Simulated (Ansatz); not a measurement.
BN (F-43m), a vibration from a frozen displacement

Level of theory: DFT PBEsol, scalar-relativistic, plane waves, PAW in Ansatz. Settings: plane waves to 420 eV, k-mesh 12×12×12 (Γ-centred), Gaussian smearing 0.05 eV. No spin polarisation. Energies are free energies at this smearing, counted from the undisturbed cell; pressure is positive in compression.

The undisturbed cell (as given, not relaxed at this level; it stands at -6.3 GPa):

```
B N
1.0
     0.00000    1.81300    1.81300
     1.81300    0.00000    1.81300
     1.81300    1.81300    0.00000
B N
1 1
Direct
  0.00000 0.00000 0.00000
  0.75000 0.75000 0.75000
```

Every N atom is moved by x along the Cartesian unit vector (0.577, -0.577, -0.577); the cell and all other atoms stay fixed. The cell's volume is 11.92 Å³; the moved atoms weigh 14.007 u together and the others 10.810 u.

| x (Å) | ΔE (meV/cell) | total force on the moved atoms along the move (eV/Å) | pressure (GPa) |
| --- | --- | --- | --- |
| -0.1000 | 99.90 | 1.8218 | -3.8755 |
| -0.0750 | 58.68 | 1.4648 | -4.8782 |
| -0.0500 | 27.20 | 1.0430 | -5.6453 |
| -0.0250 | 7.08 | 0.5551 | -6.1365 |
| 0.0000 | 0.00 | 0.0000 | -6.3098 |
| 0.0250 | 7.65 | -0.6234 | -6.1215 |
| 0.0500 | 31.75 | -1.3160 | -5.5258 |
| 0.0750 | 74.03 | -2.0788 | -4.4748 |
| 0.0875 | 102.55 | -2.4869 | -3.7631 |
| 0.1000 | 136.28 | -2.9133 | -2.9185 |

What frequency belongs to this motion?

The force constant is k = −dF/dx = 23.570 eV/Å², from the parabola through x = -0.0250, 0 and 0.0250. In every cell the moved atoms swing against the rest, so the mass is μ = m₁m₂/(m₁ + m₂) = 6.101 u, and ν̃ = 521.5 cm⁻¹ × √(|k|/μ) = 1025 cm⁻¹, at this cell's pressure of -6.3 GPa. To first order in x, and within 1 %, the force on every atom lies along the move and, within each of the two groups, in proportion to the atom's mass, so this is itself a mode at the zone centre of this cell, taken without macroscopic field (the transverse frequency in a polar insulator).

How far does the harmonic law reach?

At x = -0.100 Å, kx²/2 = 117.85 meV against the computed 99.90 meV (-15.2 %): the well softens in this direction at large amplitude.

Cost: 10 runs of about 0.17 core-minutes in all, on Intel Xeon 6975P-C (Granite Rapids) (shared hosts).

The high frequency reflects light atoms held by short, strong, directional sp³ bonds with some ionic character. The energy curve is lopsided because the move is along a bond axis: positive x pushes N straight at one B neighbour, where the repulsion climbs steeply, while negative x stretches that bond and closes the other three only obliquely. The softening at -0.1000 Å is therefore one side of a mainly cubic anharmonicity, with stiffening on the other side, and not a sign of an unstable lattice.

The pressure rises for displacements of either sign, so the displaced crystal pushes outward and the mode must stiffen as the cell shrinks. Since the cell is under tension, 1025 cm⁻¹ is probably below the value at this functional's own equilibrium volume, which fits with its lying slightly under the measured transverse mode of cubic BN. A thermal shift or linewidth doesn't follow from this single curve, as both also depend on coupling to other phonons.
